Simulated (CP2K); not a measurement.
TiC in CP2K: the effect of functional

Crystal: TiC.

```xyz
2
Lattice="3.0628 0.0000 0.0000 1.5314 2.6525 0.0000 1.5314 0.8842 2.5008" Properties=species:S:1:pos:R:3 pbc="T T T"
Ti    0.0000    0.0000    0.0000
C     3.0628    1.7683    1.2504
```

The cell is a database's computed one.

Alike in all runs:

| Item | Value |
| --- | --- |
| Program | CP2K 2026.2 |
| Task | atomic charges |
| Potentials or basis | POTENTIAL_UZH Ti GTH-PBE-q12, C GTH-PBE-q4; TZVP-MOLOPT-PBE-GTH basis |
| Density cutoff | 9184 eV |
| k mesh | 11 × 11 × 11 |
| Occupations | fermi-dirac, width 0.05 eV |
| Spin | no spin polarisation |

| functional | pressure (GPa) |
| --- | --- |
| PBE | 0.8 |
| LDA | -9.4 |
| PBEsol | -5.4 |
| PW91 | 0.8 |
| revPBE | ? |
| vdW-DF-cx | -3.8 |
| TASK | 8.9 |

Question: What does the run with functional revPBE give?

Answer: Pressure 3.3 GPa.

Caveats: the basis of atomic orbitals isn't converged, which shifts pressures, moduli and gaps; the potentials were made for another functional, which shifts forces and pressure (some runs).
